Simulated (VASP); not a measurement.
# VASP 6.6.1, r²SCAN single-point calculation, ZnSe (strained zincblende)

INCAR

```
PREC = Accurate
NBANDS = 16
EDIFF = 1E-7
LCHARG = .FALSE.
LREAL = .FALSE.
LASPH = .TRUE.
ENCUT = 520
SIGMA = 0.01
IBRION = -1
LWAVE = .FALSE.
NELM = 120
ISMEAR = 0
ALGO = Normal
NSW = 0
ISIF = 2
METAGGA = R2SCAN
```

KPOINTS

```
KPOINTS created by Atomic Simulation Environment
0
Gamma
8 8 8
0 0 0
```

KPOINTS_OPT

```
special points
6
Reciprocal
0.0000000000 0.0000000000 0.0000000000 1
-0.5000000000 -0.5000000000 0.0000000000 1
-0.3750000000 -0.3750000000 0.2500000000 1
-0.3750000000 0.0000000000 0.3750000000 1
0.0000000000 0.0000000000 0.5000000000 1
-0.5000000000 -0.2500000000 0.2500000000 1
```

POSCAR

```
Zn Se
 1.0000000000000000
     0.0000000000000000    2.8324206844000002    2.7474480638999998
     2.8324206844000002    0.0000000000000000    2.7474480638999998
     2.8324206844000002    2.8324206844000002    0.0000000000000000
 Zn  Se
   1   1
Cartesian
  0.0000000000000000  0.0000000000000000  0.0000000000000000
  1.4162103421999999  1.4162103421999999  1.3737240319499997
```

VASP ran with the recommended PBE PAW datasets (18 valence electrons in the cell).

Command

```
mpirun -np 1 vasp_std
```

OSZICAR

```
N       E                     dE             d eps       ncg     rms          rms(c)
DAV:   1     0.653283921606E+02    0.65328E+02   -0.89153E+03  1896   0.133E+03
DAV:   2    -0.222743577564E+02   -0.87603E+02   -0.82371E+02  2136   0.253E+02
DAV:   3    -0.276198599437E+02   -0.53455E+01   -0.53271E+01  2200   0.617E+01
DAV:   4    -0.276596778398E+02   -0.39818E-01   -0.39814E-01  2360   0.579E+00
DAV:   5    -0.276598391497E+02   -0.16131E-03   -0.16131E-03  2384   0.328E-01    0.533E+00
DAV:   6    -0.249121565775E+02    0.27477E+01   -0.13195E+00  1952   0.327E+01    0.489E+00
DAV:   7    -0.248819604475E+02    0.30196E-01   -0.30885E-01  2400   0.890E+00    0.232E+00
DAV:   8    -0.248950486231E+02   -0.13088E-01   -0.34799E-02  2408   0.172E+00    0.546E-01
DAV:   9    -0.248966483079E+02   -0.15997E-02   -0.42929E-03  2456   0.153E+00    0.905E-02
DAV:  10    -0.248967670986E+02   -0.11879E-03   -0.95790E-04  2352   0.398E-01    0.562E-02
DAV:  11    -0.248967469375E+02    0.20161E-04   -0.42239E-04  2536   0.487E-01    0.473E-02
DAV:  12    -0.248967303277E+02    0.16610E-04   -0.13958E-04  2344   0.300E-01    0.774E-03
DAV:  13    -0.248967368197E+02   -0.64920E-05   -0.12924E-05  2512   0.668E-02    0.527E-03
DAV:  14    -0.248967354465E+02    0.13732E-05   -0.33932E-06  2320   0.355E-02    0.115E-03
DAV:  15    -0.248967363753E+02   -0.92886E-06   -0.14294E-07  1496   0.800E-03    0.243E-04
DAV:  16    -0.248967362384E+02    0.13696E-06   -0.42726E-08  1104   0.218E-03    0.411E-04
DAV:  17    -0.248967363314E+02   -0.92997E-07   -0.59695E-09  1024   0.117E-03
   1 F= -.24896736E+02 E0= -.24896736E+02  d E =-.305477E-51
       N       E                     dE             ncg
DAV:   1     0.221255144358E+04   -0.31319E+04      192
DAV:   2     0.166918097786E+04   -0.54337E+03      208
DAV:   3     0.163414088278E+04   -0.35040E+02      240
DAV:   4     0.163387212072E+04   -0.26876E+00      232
DAV:   5     0.163387103783E+04   -0.10829E-02      256
DAV:   6     0.163387102956E+04   -0.82681E-05      240
DAV:   7     0.163387102947E+04   -0.85367E-07      256
```

From OUTCAR

```
k-points           NKPTS =     59   k-points in BZ     NKDIM =     59   number of bands    NBANDS=     16

   NELECT =      18.0000    total number of electrons

   dimension x,y,z NGX =    30 NGY =   30 NGZ =   30
   dimension x,y,z NGXF=    60 NGYF=   60 NGZF=   60

  energy-cutoff  :      520.00
  volume of cell :       44.08
      direct lattice vectors                 reciprocal lattice vectors
     0.000000000  2.832420684  2.747448064    -0.176527450  0.176527450  0.181987062
     2.832420684  0.000000000  2.747448064     0.176527450 -0.176527450  0.181987062
     2.832420684  2.832420684  0.000000000     0.176527450  0.176527450 -0.181987062

 k-points in reciprocal lattice and weights: KPOINTS created by Atomic Simulation Env
   0.00000000  0.00000000  0.00000000       0.002
   0.12500000  0.00000000  0.00000000       0.016
   0.25000000  0.00000000  0.00000000       0.016
   0.37500000  0.00000000  0.00000000       0.016
   0.50000000  0.00000000  0.00000000       0.008
   0.12500000  0.12500000  0.00000000       0.004
   0.25000000  0.12500000  0.00000000       0.016
   0.37500000  0.12500000  0.00000000       0.016
   ...

 E-fermi :   1.7552

 k-point     1 :       0.0000    0.0000    0.0000
  band No.  band energies     occupation
      1     -12.3509      2.00000
      2      -5.2386      2.00000
      3      -5.2386      2.00000
      4      -5.2249      2.00000
      5      -4.7985      2.00000
      6      -4.7927      2.00000
      7       1.5409      2.00000
      8       1.5409      2.00000
      9       1.6516      2.00000
     10       3.5830      0.00000
     11       7.8771      0.00000
     12       7.8924      0.00000
     13       7.8925      0.00000
     14      12.3116      0.00000
     15      13.3902      0.00000
     16      13.9190      0.00000

 k-point     2 :       0.1250    0.0000    0.0000
  band No.  band energies     occupation
      1     -12.2402      2.00000
      2      -5.2294      2.00000
      3      -5.2212      2.00000
      4      -5.2085      2.00000
      5      -4.7992      2.00000
      6      -4.7949      2.00000
      7       0.2998      2.00000
      8       1.3689      2.00000
      9       1.4635      2.00000
     10       4.4995      0.00000
     11       7.8250      0.00000
     12       8.1531      0.00000
     13       8.1803      0.00000
     14      12.6552      0.00000
     15      12.9670      0.00000
     16      13.2625      0.00000

 k-point     3 :       0.2500    0.0000    0.0000
  band No.  band energies     occupation
      1     -11.9521      2.00000
      2      -5.1830      2.00000
      3      -5.1773      2.00000
      4      -5.1606      2.00000
      5      -4.7956      2.00000
      6      -4.7953      2.00000
      7      -1.5414      2.00000
      8       1.0008      2.00000
      9       1.1354      2.00000
     10       4.9392      0.00000
     11       8.4817      0.00000
     12       8.5290      0.00000
     13       8.8485      0.00000
     14      12.5655      0.00000
     15      12.5977      0.00000
     16      13.0936      0.00000

 k-point     4 :       0.3750    0.0000    0.0000
  band No.  band energies     occupation
      1     -11.6267      2.00000
      2      -5.1522      2.00000
      3      -5.1348      2.00000
      4      -4.9561      2.00000
      5      -4.7869      2.00000
      6      -4.7811      2.00000
      7      -3.1027      2.00000
      8       0.6793      2.00000
      9       0.8490      2.00000
     10       4.7764      0.00000
     11       8.4070      0.00000
     12       8.6457      0.00000
     13      10.2830      0.00000
     14      12.7424      0.00000
     15      13.8322      0.00000
     16      13.9275      0.00000

 k-point     5 :       0.5000    0.0000    0.0000
  band No.  band energies     occupation
      1     -11.4780      2.00000
      2      -5.1421      2.00000
      3      -5.1225      2.00000
      4      -4.7826      2.00000
      5      -4.7716      2.00000
      6      -4.6287      2.00000
      7      -3.9361      2.00000
      8       0.5559      2.00000
      9       0.7393      2.00000
     10       4.6791      0.00000
     11       8.3084      0.00000
     12       8.5826      0.00000
     13      10.7527      0.00000
     14      13.4485      0.00000
     15      15.3651      0.00000
     16      15.6799      0.00000

 k-point     6 :       0.1250    0.1250    0.0000
  band No.  band energies     occupation
      1     -12.1980      2.00000
      2      -5.2360      2.00000
      3      -5.2058      2.00000
      4      -5.2058      2.00000
      5      -4.8045      2.00000
      6      -4.7895      2.00000
      7       0.3970      2.00000
      8       1.0737      2.00000
      9       1.0737      2.00000
     10       4.9681      0.00000
     11       7.0460      0.00000
     12       8.6014      0.00000
     13       8.6015      0.00000
     14      11.8707      0.00000
     15      13.6371      0.00000
     16      13.7967      0.00000

 k-point     7 :       0.2500    0.1250    0.0000
  band No.  band energies     occupation
      1     -11.9641      2.00000
      2      -5.2202      2.00000
      3      -5.1649      2.00000
      4      -5.1586      2.00000
      5      -4.8103      2.00000
      6      -4.7808      2.00000
      7      -1.0359      2.00000
      8       0.6498      2.00000
      9       0.8017      2.00000
     10       5.6376      0.00000
     11       6.9791      0.00000
     12       9.1241      0.00000
     13       9.1755      0.00000
     14      11.4430      0.00000
     15      13.6452      0.00000
     16      14.4701      0.00000

 k-point     8 :       0.3750    0.1250    0.0000
  band No.  band energies     occupation
      1     -11.6456      2.00000
      2      -5.1542      2.00000
      3      -5.1284      2.00000
      4      -5.0449      2.00000
      5      -4.7892      2.00000
      6      -4.7703      2.00000
      7      -2.5937      2.00000
      8       0.3490      2.00000
      9       0.3986      2.00000
     10       5.5339      0.00000
     11       7.8620      0.00000
     12       9.1839      0.00000
     13       9.3067      0.00000
     14      12.6670      0.00000
     15      14.1595      0.00000
     16      14.6840      0.00000

 k-point     9 :       0.5000    0.1250    0.0000
  band No.  band energies     occupation
      1     -11.4342      2.00000
      2      -5.1226      2.00000
      3      -5.1153      2.00000
      4      -4.8416      2.00000
      5      -4.7695      2.00000
      6      -4.6443      2.00000
      7      -3.6831      2.00000
      8       0.0440      2.00000
      9       0.3033      2.00000
     10       5.4155      0.00000
     11       7.9942      0.00000
     12       8.9072      0.00000
     13      10.6117      0.00000
     14      13.2428      0.00000
     15      15.0583      0.00000
     16      15.6466      0.00000

 k-point    10 :      -0.3750    0.1250    0.0000
  band No.  band energies     occupation
      1     -11.4911      2.00000
      2      -5.1258      2.00000
      3      -5.1187      2.00000
      4      -4.8459      2.00000
      5      -4.7884      2.00000
      6      -4.7520      2.00000
      7      -3.3836      2.00000
      8      -0.0868      2.00000
      9       0.5290      2.00000
     10       5.4904      0.00000
     11       8.1109      0.00000
     12       8.7553      0.00000
     13      10.5812      0.00000
     14      13.4326      0.00000
     15      13.7120      0.00000
     16      15.3690      0.00000

 k-point    11 :      -0.2500    0.1250    0.0000
  band No.  band energies     occupation
      1     -11.7699      2.00000
      2      -5.1585      2.00000
      3      -5.1378      2.00000
      4      -5.1011      2.00000
      5      -4.8077      2.00000
      6      -4.7808      2.00000
      7      -2.0940      2.00000
      8       0.1004      2.00000
      9       0.9305      2.00000
     10       5.6579      0.00000
     11       8.3377      0.00000
     12       8.6675      0.00000
     13       9.0371      0.00000
     14      11.8357      0.00000
     15      13.6655      0.00000
     16      14.9371      0.00000

 k-point    12 :      -0.1250    0.1250    0.0000
  band No.  band energies     occupation
      1     -12.0740      2.00000
      2      -5.2112      2.00000
      3      -5.2000      2.00000
      4      -5.1701      2.00000
      5      -4.8090      2.00000
      6      -4.7884      2.00000
      7      -0.6517      2.00000
      8       0.6993      2.00000
      9       1.2992      2.00000
     10       5.3141      0.00000
     11       7.7415      0.00000
     12       8.3141      0.00000
     13       8.7934      0.00000
     14      11.6751      0.00000
     15      12.7948      0.00000
     16      14.4416      0.00000

 ...

  Total        0.5156018      0.5156018      0.8066267      0.0000000      0.0000000     -0.0000000
  in kB       18.7391543     18.7391543     29.3162349      0.0000000      0.0000000     -0.0000000
  external PRESSURE =      22.2648478 kB  Pullay stress =       0.0000000 kB

 POSITION                                       TOTAL-FORCE (eV/Angst)
 -----------------------------------------------------------------------------------
      0.00000      0.00000      0.00000         0.000000      0.000000     -0.000000
      1.41621      1.41621      1.37372        -0.000000     -0.000000      0.000000
 -----------------------------------------------------------------------------------
    total drift:                                0.000027      0.000027      0.000024

  FREE ENERGIE OF THE ION-ELECTRON SYSTEM (eV)
  ---------------------------------------------------
  free  energy   TOTEN  =       -24.8967363314 eV

  energy  without entropy=      -24.8967363314  energy(sigma->0) =      -24.89673633
```

| Property | Result |
| --- | --- |
| gap between bands v and c | 1.93 eV |
| least direct gap | 1.93 eV |
| pressure | 2.2 GPa |

Band v is the last that the valence electrons fill when counted band by band, and c is the next.

The run took about 2.4 min on one core of a shared host (Intel Xeon Platinum 8488C) and held 0.21 GiB at most.
